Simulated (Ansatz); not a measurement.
**Zone-centre modes in TiO₂**

These are results of Ansatz 0.2.0, DFT r2SCAN, scalar-relativistic, plane waves, PAW, not measurements. Cutoff 500 eV, Γ-centred 6×6×4 k-points, Gaussian smearing of 0.05 eV. No spin polarisation.

Zero of the scan (relaxed at this level; this form isn't the usual structure):

```
Ti O
1.0
     5.56199    0.00000    0.00000
    -2.78099    4.81682    0.00000
     0.00000    0.00000    6.06023
Ti O
3 6
Cartesian
  2.5928 0.0000 2.0201
  -1.2964 2.2454 4.0402
  1.4846 2.5714 0.0000
  1.5745 1.3089 1.2945
  3.6412 0.7091 3.3145
  3.1273 2.7989 5.3346
  0.3463 2.0180 4.7658
  -1.2065 3.5079 2.7457
  0.8602 4.1078 0.7256
```

Harmonic modes by finite displacements of 0.02 Å, without the LO–TO term.

**Question.** At this geometry, is the structure stable against these modes?

**Answer.** Yes: no mode is imaginary beyond 10 cm⁻¹, and only the three translations lie near zero.

**Question.** List the wavenumbers in cm⁻¹.

**Answer.** 0, 0, 0, 82, 82, 147, 176, 176, 228, 236, 243, 243, 308, 308, 311, 373, 500, 500, 542, 572, 572, 647, 657, 657, 668, 963, 963.

Cost: 1 run of about 5.8 core-minutes, on AMD EPYC 9R45 (Zen 5) (shared hosts).